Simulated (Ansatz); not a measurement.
# TePb (Fm-3m) in Ansatz: relaxation of cell and atoms with PBEsol

Aim: the relaxation of cell and atoms of TePb with PBEsol.

Program: Ansatz 0.2.0. These are calculated values, not measurements. Logs are shortened: lines on timing, memory, paths and dates and some standing lists are left out, and cuts for length are marked.

### 1 The crystal as given

It takes space group Fm-3m (No. 225, cubic). Conventional cell: a = 6.462 Å, b = 6.462 Å, c = 6.462 Å, α = 90.00°, β = 90.00°, γ = 90.00°. Pb (site symmetry m-3m) is surrounded by 6 Te at 3.23 Å. Te (site symmetry m-3m) has 6 Pb at 3.23 Å as nearest neighbours.

### 2 Relaxation of cell and atoms, PBEsol

input.yaml reads:

```yaml
crystal:
  lattice:
    - [0.0, 3.231, 3.231]
    - [3.231, 0.0, 3.231]
    - [3.231, 3.231, 0.0]
  atoms:
    - { symbol: Pb, position: [0.0, 0.0, 0.0] }
    - { symbol: Te, position: [0.5, 0.5, 0.5] }
hamiltonian:
  xc: pbesol
  pseudopotentials: { kind: paw }
kpoints:
  mp_grid: { grid: [7, 7, 7] }
scf:
  occupations: { method: fermi_dirac, width: 0.05 }
output:
  forces: true
  stress: true
relax:
  f_tol: 0.01
  max_steps: 40
  cell: { stress_tol: 0.05 }
```

Potentials or basis: Ansatz PAW.

Run with:

```bash
$ ansatz run input.yaml --threads 2 --pin off --max-ram 5632MiB --backend cpu --events-out ev --progress --plain --runs-dir out
```

Standard output:

```text
Warning: RAYON_NUM_THREADS=2 ignored (pool sized by the plan → 2); use --threads N
Engine: ansatz 0.2.0, x86_64-unknown-linux-gnu
Pseudopotentials: kind: paw
Pseudopotential: Pb, paw, valence charge 14, recommended cutoff 420 eV (normal), Pb.paw.azcp
Pseudopotential: Te, paw, valence charge 16, recommended cutoff 420 eV (normal), Te.paw.azcp
Functional definition: PBEsol
  exchange = pbesol_x
  correlation = pbesol_c
Crystal: 2 atoms, lattice volume = 67.459 Å³
Basis set: ecut = 420 eV, 1363 PW (Γ), exchange–correlation on 64×64×64 points (8 copies of the dense FFT grid, shifted against one another)
Bands: 19, of which v1, the nominal top of the filled ones, is band 15 counted from 1 (14 counted from 0)
Symmetry: 48 space group operations
Space group: Fm-3m (ITA 225), of the structure as read, at distance tolerance 4.1e-5 Å
k-points: 20 of 343
Non-local potential: Pb, projectors of the file, l = 0: 2, l = 1: 2, l = 2: 2, l = 3: 2
Non-local potential: Te, projectors of the file, l = 0: 2, l = 1: 2, l = 2: 2, l = 3: 2
PAW form: soft (Blöchl's): semilocal exchange-correlation on the pseudo side does not see the compensation charge
PAW frozen core: Pb, regenerated for the run's functional, and the local potential with it (the file was generated under x = pbe(κ = 0.804, μ = 0.2195149727645171), c = pbe(β = 0.06672455060314922))
PAW frozen core: Te, regenerated for the run's functional, and the local potential with it (the file was generated under x = pbe(κ = 0.804, μ = 0.2195149727645171), c = pbe(β = 0.06672455060314922))
PAW one-centre angular grid: Pb, 590 points (default); XC on 64 Gauss nodes
PAW one-centre angular grid: Te, 590 points (default); XC on 64 Gauss nodes
Initial density: superposition of atomic densities (neutral atoms: chi_scale 0, normalization atom), corrected by the library's trained network
Initial wavefunctions: pseudopotential atomic-orbital guess
Functional: x = pbesol(κ = 0.804, μ = 0.12345679012345678), c = pbesol(β = 0.046)
SCF iter   1: F=—  HF=-18657.194491 eV  |F-HF|=—  |Δ(HF+E_count)|=         —  Δρ=2.17e-3  dr2=5.49e-3  ethr=1.77e-3  ⟨swp⟩=6.2  Hψ=1935  notcnv=0
preconditioner: auto → none  [insulator: Δε(μ)=0.940 eV  Ē_g=14.643 eV  σ=0.050 eV  W_gap=1.00  n_scr=14 (ndim 8)  ℏωp=20.2 eV  f_vac=0.014  D(μ)=0.00/eV (n_scr^D=0)  ε∞_Penn≈2.9]
SCF iter   2: F=—  HF=-18657.190723 eV  |F-HF|=—  |Δ(HF+E_count)|=   3.77e-3  Δρ=8.87e-4  dr2=5.88e-4  ethr=1.83e-5  ⟨swp⟩=2.3  Hψ=844  notcnv=0
SCF iter   3: F=—  HF=-18657.190613 eV  |F-HF|=—  |Δ(HF+E_count)|=   1.10e-4  Δρ=3.17e-4  dr2=5.75e-5  ethr=1.96e-6  ⟨swp⟩=2.0  Hψ=577  notcnv=0
SCF iter   4: F=—  HF=-18657.190627 eV  |F-HF|=—  |Δ(HF+E_count)|=   1.42e-5  Δρ=1.58e-4  dr2=1.46e-5  ethr=1.92e-7  ⟨swp⟩=1.1  Hψ=381  notcnv=0
SCF iter   5: F=—  HF=-18657.190631 eV  |F-HF|=—  |Δ(HF+E_count)|=   4.24e-6  Δρ=3.33e-5  dr2=6.47e-7  ethr=4.87e-8  ⟨swp⟩=2.0  Hψ=447  notcnv=0
SCF iter   6: F=-18657.190632 eV  HF=-18657.190632 eV  |F-HF|=1.80e-9  |Δ(HF+E_count)|=   1.99e-7  Δρ=3.67e-6  dr2=7.00e-9  ethr=3.33e-10  ⟨swp⟩=5.2  Hψ=1414  notcnv=0
SCF 1 converged in 6 iterations: F = -18657.190632 eV  dr2 = 7.00e-9
relax step   1: F+E_penalty+E_count = -18657.19063167 eV  Δ(F+E_penalty+E_count) = +0.000e0 eV  max|allowed force component| = 1.430e-29 eV/Å  Δτ_max = 0.0000 Å  P = -0.413 GPa  Ω = 67.459 Å³  (6 SCF iters, dr2 threshold 1.00e-7 eV, accepted)
Crystal: 2 atoms, lattice volume = 66.629 Å³
Basis set: ecut = 420 eV, 1291 PW (Γ), exchange–correlation on 64×64×64 points (8 copies of the dense FFT grid, shifted against one another)
Initial density: handed on by an earlier stage of this run
Initial wavefunctions: those handed on with the density
iter 1 solved again at ethr=1.83e-7 eV; its pass at ethr=3.10e-3 eV (dr2=5.50e-5 eV) is discarded
SCF iter   1: F=—  HF=-18657.191486 eV  |F-HF|=—  |Δ(HF+E_count)|=         —  Δρ=1.99e-4  dr2=3.30e-5  ethr=1.83e-7  ⟨swp⟩=3.0  Hψ=2495  notcnv=0
preconditioner: auto → none  [insulator: Δε(μ)=0.937 eV  Ē_g=14.694 eV  σ=0.050 eV  W_gap=1.00  n_scr=14 (ndim 8)  ℏωp=20.3 eV  f_vac=0.008  D(μ)=0.00/eV (n_scr^D=0)  ε∞_Penn≈2.9]
SCF iter   2: F=—  HF=-18657.191485 eV  |F-HF|=—  |Δ(HF+E_count)|=   3.96e-7  Δρ=9.54e-5  dr2=7.64e-6  ethr=1.10e-7  ⟨swp⟩=1.0  Hψ=380  notcnv=0
iter 3 did not close the SCF: its close was put off for the readings that it lacked (scf_convergence_deferred on its scf_iter line)
SCF iter   3: F=-18657.191486 eV  HF=-18657.191486 eV  |F-HF|=1.61e-8  |Δ(HF+E_count)|=   6.57e-7  Δρ=8.14e-6  dr2=3.85e-8  ethr=2.55e-8  ⟨swp⟩=2.0  Hψ=456  notcnv=0
iter 4 did not close the SCF: its close was put off for the readings that it lacked (scf_convergence_deferred on its scf_iter line)
SCF iter   4: F=-18657.191486 eV  HF=-18657.191486 eV  |F-HF|=2.58e-9  |Δ(HF+E_count)|=   1.93e-8  Δρ=4.48e-6  dr2=6.85e-9  ethr=1.28e-10  ⟨swp⟩=2.0  Hψ=597  notcnv=0
iter 5 did not close the SCF: its close was put off for the readings that it lacked (scf_convergence_deferred on its scf_iter line)
SCF iter   5: F=-18657.191486 eV  HF=-18657.191486 eV  |F-HF|=8.00e-11  |Δ(HF+E_count)|=  7.28e-10  Δρ=5.65e-7  dr2=1.89e-10  ethr=2.28e-11  ⟨swp⟩=2.0  Hψ=553  notcnv=0
SCF iter   6: F=-18657.191486 eV  HF=-18657.191486 eV  |F-HF|=1.09e-11  |Δ(HF+E_count)|=  4.73e-11  Δρ=6.28e-8  dr2=1.18e-12  ethr=1.00e-12  ⟨swp⟩=1.1  Hψ=960  notcnv=0
SCF 2 converged in 6 iterations: F = -18657.191486 eV  dr2 = 1.18e-12
relax step   2: F+E_penalty+E_count = -18657.19148593 eV  Δ(F+E_penalty+E_count) = -8.543e-4 eV  max|allowed force component| = 1.282e-29 eV/Å  Δτ_max = 0.0000 Å  P = +0.134 GPa  Ω = 66.629 Å³  energy of the carried Pulay correction = +1.142e-4 eV  (6 SCF iters, dr2 threshold 2.00e-7 eV, accepted)
Crystal: 2 atoms, lattice volume = 66.830 Å³
iter 1 solved again at ethr=4.74e-8 eV; its pass at ethr=3.10e-3 eV (dr2=1.42e-5 eV) is discarded
SCF iter   1: F=—  HF=-18657.191540 eV  |F-HF|=—  |Δ(HF+E_count)|=         —  Δρ=4.89e-5  dr2=2.00e-6  ethr=4.74e-8  ⟨swp⟩=3.0  Hψ=2405  notcnv=0
preconditioner: auto → none  [insulator: Δε(μ)=0.942 eV  Ē_g=14.684 eV  σ=0.050 eV  W_gap=1.00  n_scr=14 (ndim 8)  ℏωp=20.3 eV  f_vac=0.010  D(μ)=0.00/eV (n_scr^D=0)  ε∞_Penn≈2.9]
SCF iter   2: F=—  HF=-18657.191540 eV  |F-HF|=—  |Δ(HF+E_count)|=   7.30e-7  Δρ=2.25e-5  dr2=4.14e-7  ethr=6.68e-9  ⟨swp⟩=1.5  Hψ=390  notcnv=0
SCF iter   3: F=—  HF=-18657.191540 eV  |F-HF|=—  |Δ(HF+E_count)|=   8.59e-8  Δρ=8.81e-6  dr2=1.01e-7  ethr=1.38e-9  ⟨swp⟩=2.8  Hψ=618  notcnv=0
SCF iter   4: F=-18657.191540 eV  HF=-18657.191540 eV  |F-HF|=1.09e-11  |Δ(HF+E_count)|=   2.85e-8  Δρ=1.83e-6  dr2=1.29e-9  ethr=1.49e-10  ⟨swp⟩=5.0  Hψ=1319  notcnv=0
SCF 3 converged in 4 iterations: F = -18657.191540 eV  dr2 = 1.29e-9
relax step   3: F+E_penalty+E_count = -18657.19154041 eV  Δ(F+E_penalty+E_count) = -5.448e-5 eV  max|allowed force component| = 4.234e-29 eV/Å  Δτ_max = 0.0000 Å  P = -0.002 GPa  Ω = 66.830 Å³  energy of the carried Pulay correction = +8.633e-5 eV  (4 SCF iters, dr2 threshold 4.48e-8 eV, accepted)
Initial wavefunctions: pseudopotential atomic-orbital guess (no wavefunctions were taken with the density)
iter 1 solved again at ethr=2.26e-7 eV; its pass at ethr=3.10e-3 eV (dr2=6.79e-5 eV) is discarded
SCF iter   1: F=—  HF=-18657.191457 eV  |F-HF|=—  |Δ(HF+E_count)|=         —  Δρ=9.24e-6  dr2=1.01e-8  ethr=2.26e-7  ⟨swp⟩=3.8  Hψ=3035  notcnv=0
eigensolver tolerance schedule: the retry pair's looser diagonalisation over-reported the residual by 6707.10 of it (diagonalisation noise at 0.96 of the residual, at the tolerance the schedule requests for it); recorded, not acted on — ethr = c·dr2/N_el stays at c = 1.0e-1
preconditioner: auto → none  [insulator: Δε(μ)=0.941 eV  Ē_g=14.684 eV  σ=0.050 eV  W_gap=1.00  n_scr=14 (ndim 8)  ℏωp=20.3 eV  f_vac=0.010  D(μ)=0.00/eV (n_scr^D=0)  ε∞_Penn≈2.9]
SCF iter   2: F=—  HF=-18657.191459 eV  |F-HF|=—  |Δ(HF+E_count)|=   1.50e-6  Δρ=4.31e-6  dr2=1.96e-9  ethr=3.37e-11  ⟨swp⟩=4.0  Hψ=996  notcnv=0
SCF iter   3: F=—  HF=-18657.191459 eV  |F-HF|=—  |Δ(HF+E_count)|=   2.13e-9  Δρ=8.99e-7  dr2=7.59e-10  ethr=6.55e-12  ⟨swp⟩=2.0  Hψ=680  notcnv=0
SCF iter   4: F=—  HF=-18657.191459 eV  |F-HF|=—  |Δ(HF+E_count)|=  1.86e-10  Δρ=3.68e-7  dr2=5.31e-11  ethr=2.53e-12  ⟨swp⟩=3.0  Hψ=686  notcnv=0
SCF iter   5: F=-18657.191459 eV  HF=-18657.191459 eV  |F-HF|=0.00e0  |Δ(HF+E_count)|=  3.64e-12  Δρ=1.39e-7  dr2=3.74e-12  ethr=1.00e-12  ⟨swp⟩=6.0  Hψ=1591  notcnv=0
SCF 4 converged in 5 iterations: F = -18657.191459 eV  dr2 = 3.74e-12
relax step   4: F+E_penalty+E_count = -18657.19145884 eV  Δ(F+E_penalty+E_count) = +8.158e-5 eV  max|allowed force component| = 4.694e-29 eV/Å  Δτ_max = 0.0000 Å  P = -0.002 GPa  Ω = 66.830 Å³  stress off target by 2.45e-3 GPa  SCF on the basis re-selected at this cell (its energy is not comparable with the rows above)  (5 SCF iters)
basis re-selected at this cell: Δ(F+E_penalty+E_count) = +8.158e-5 eV, ΔP = -0.000 GPa vs the last step (what re-selecting the basis moved, of the pressure what is left beyond the Pulay correction that the steps carried, after the strain that the cell walked since its last selection, with what the two solves' SCF thresholds leave and, on support functions, any second-order correction that the steps lacked; it is no measure of the basis error at this ecutwfc). This SCF's stress stands 2.45e-3 GPa from its target on what of the cell is left free (relax.cell.stress_tol is 5.00e-2 GPa) and its largest allowed force component is 4.69e-29 eV/Å (relax.f_tol is 1.00e-2 eV/Å): within both
SCF converged after 5 iterations
Free energy (F): -18657.191459 eV
Harris-Foulkes:  -18657.191459 eV  (|F-HF|=0.00e0)
Internal energy: -18657.191454 eV  (E = F + TS)
E sigma→0 (E₀):  -18657.191457 eV
Entropy (-TS):   -0.000005 eV (-0.002 meV/atom)
Fermi energy:    9.049423 eV
--- Per-component energies (eV) ---
  E_band       = -316.644329
  E_kinetic    = 468.862980
  E_local      = -2375.017107  (includes V_loc(G=0)·N_el)
  E_nonlocal   = 44.294213
  E_hartree    = 1248.005002
  E_xc         = -342.867874
  E_vxc        = -237.420234  (∫ρ·V_xc dr)
  E_paw        = -14839.065114  (= ΣΔE_a)
  E_vpaw       = -713.374012  (= ΣTr[D̂ρ^β])
  E_aug_tail   = -0.000161  (compensation charges beyond the density's cutoff)
  E_ewald      = -2861.840324
  E_core_change = 0.436932  (= ΣΔE_core)
  E_smearing   = -0.000005  (= −TS)
  E_closure    = 0.000000  (closes the sum)
  Σ components = -18657.191459   (vs F -18657.191459, Δ=0.00e0)
--- Forces (eV/Å), atoms counted from 1 ---
  atom   1  Pb    -0.00000000     0.00000000    -0.00000000
  atom   2  Te     0.00000000    -0.00000000     0.00000000
  max |Σ_I F_I| component: 8.28e-29 eV/Å
--- Stress (GPa, compression-positive) ---
       -0.002451      -0.000000      -0.000000
       -0.000000      -0.002451      -0.000000
       -0.000000      -0.000000      -0.002451
  P = ⅓ Tr σ = -0.0025 GPa (-0.025 kbar)
--- Relaxed structure (3 steps of the walk, 3 accepted, 1 SCFs on fresh bases) ---
  F+E_penalty+E_count = -18657.19145884 eV   max|allowed force component| = 4.694e-29 eV/Å   (the final SCF, on the basis selected at the relaxed cell)
  cell:  # Å, volume = 66.8302 Å³
    - [2.4203017156254057e-34, 3.220928065874408, 3.220928065874408]
    - [3.220928065874408, -8.916901057567281e-35, 3.220928065874408]
    - [3.220928065874408, 3.220928065874408, -1.146458707401508e-34]
  atoms:
    - { symbol: Pb, position: [3.10457602201019e-36, -9.313728066291048e-37, -3.41503362421495e-36] }
    - { symbol: Te, position: [0.49999999999999994, 0.49999999999999994, 0.49999999999999994] }
```

Run time: 1.8 s. Hardware: 2 threads of Intel Xeon 6975P-C (Granite Rapids), shared host; peak memory 0.41 GiB.

What came out:

```
Free energy                            : -18657.1915 eV
Relaxed volume                         : 33.42 Å³/atom
Relaxed cell                           : a = 4.555 Å, b = 4.555 Å, c = 4.555 Å, α = 60.00°, β = 60.00°, γ = 60.00°
Space group after relaxing (to 0.05 Å) : Fm-3m (No. 225)
Energy gained by relaxing              : 0.4 meV/atom
Ionic steps                            : 4
Pressure after relaxing                : 0.0 GPa
```

Step by step:
```csv
step,energy change (eV),largest force (eV/Å),volume (Å³)
1,0.0000,0.0000,67.46
2,-0.0009,0.0000,66.63
3,-0.0009,0.0000,66.83
4,-0.0008,0.0000,66.83
```

Final structure:
```
CELL_PARAMETERS angstrom
0.00000 3.22093 3.22093
3.22093 0.00000 3.22093
3.22093 3.22093 0.00000
ATOMIC_POSITIONS crystal
Pb 0.00000 0.00000 0.00000
Te 0.50000 0.50000 0.50000
```

Caveat: this odd mesh misses L, where the gap lies, so gap, dielectric constants and Born charges aren't listed; the plane-wave basis is chosen anew once the cell has moved, so the energies of steps on either side of that aren't comparable; the PAW data sets come from PBE, with cores solved anew for the run's functional, which leaves a small shift of forces and pressure.
